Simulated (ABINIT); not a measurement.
The system is SnSe.

```
CELL_PARAMETERS angstrom
0.00000 3.01000 3.01000
3.01000 0.00000 3.01000
3.01000 3.01000 0.00000
ATOMIC_POSITIONS crystal
Sn 0.00000 0.00000 0.00000
Se 0.50000 0.50000 0.50000
```

Measurements of this composition are mostly on another form, of space group No. 62.

Base run:

```yaml
Program: ABINIT 10.8.3 (patched build)
Functional: rPW86PBE
Potentials_or_basis: JTH PAW PBE v2.0
Cutoff: 408 eV
k_mesh: 8 × 8 × 8
Occupations: fermi-dirac, width 0.05 eV
Spin: no spin polarisation
```

Its results: band gap on the k mesh 0.50 eV, direct.

The run is repeated on the same cell with these changes: functional from rPW86PBE to PW91. What comes out?

Band gap on the k mesh 0.56 eV, direct.

Caveats: spin-orbit coupling is left out, which moves the levels of the heavy elements.

A k mesh can miss the band edges.
